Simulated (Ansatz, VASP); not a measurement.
**Two plane-wave programs on BAs**

INCAR

```
SYSTEM = BAs
PREC = Accurate
ENCUT = 520
EDIFF = 1E-7
ISMEAR = 0
SIGMA = 0.011
LREAL = .FALSE.
LASPH = .TRUE.
NELM = 80
ALGO = Normal
ISIF = 2
LWAVE = .FALSE.
LCHARG = .TRUE.
GGA = PE
LELF = .TRUE.
LVHAR = .TRUE.
```

Contents of KPOINTS:

```
Automatic mesh
0
G
  10 10 10
  0 0 0
```

The input POSCAR:

```
BAs
1.0
    0.0000000000      2.3885000000      2.3885000000
    2.3885000000      0.0000000000      2.3885000000
    2.3885000000      2.3885000000      0.0000000000
As B
1 1
Direct
    0.7500000000      0.7500000000      0.7500000000
    0.0000000000      0.0000000000      0.0000000000
```

input.yaml

```yaml
crystal:
  lattice:
    - [0.0, 2.3885, 2.3885]
    - [2.3885, 0.0, 2.3885]
    - [2.3885, 2.3885, 0.0]
  atoms:
    - { symbol: As, position: [0.75, 0.75, 0.75] }
    - { symbol: B, position: [0.0, 0.0, 0.0] }
hamiltonian:
  xc: pbe
  pseudopotentials: { kind: paw }
kpoints:
  mp_grid: { grid: [10, 10, 10] }
scf:
  occupations: { method: gaussian, width: 0.011 }
output:
  forces: true
  stress: true
  eigenvalues: true
```

Alike in both runs: task single point; functional PBE; k mesh 10 × 10 × 10; occupations gaussian, width 0.011 eV; no spin polarisation.

|  | VASP | Ansatz |
| --- | --- | --- |
| version | VASP 6.6.1 | Ansatz 0.2.0 |
| potentials or method | VASP PAW PBE potentials, release 64 (As, B) | Ansatz PAW |
| plane-wave cutoff (eV) | 520 | 420 |
| valence electrons in the cell | 8 | 18 |

Ansatz gave:

* gap on the k mesh at the Fermi level (eV): 1.18
* least direct gap on the mesh (eV): 3.28
* pressure (GPa): 2.8

Task: Which values does VASP return?

Result: gap on the k mesh at the Fermi level (eV): 1.18; least direct gap on the mesh (eV): 3.28; pressure (GPa): 3.4.

With one functional, cell and mesh, what is left measures potentials, basis and numerics. The two sets of potentials don't hold the same shells in valence.

A k mesh can miss the band edges. PBE gaps usually lie below the measured ones, often by a third to a half.
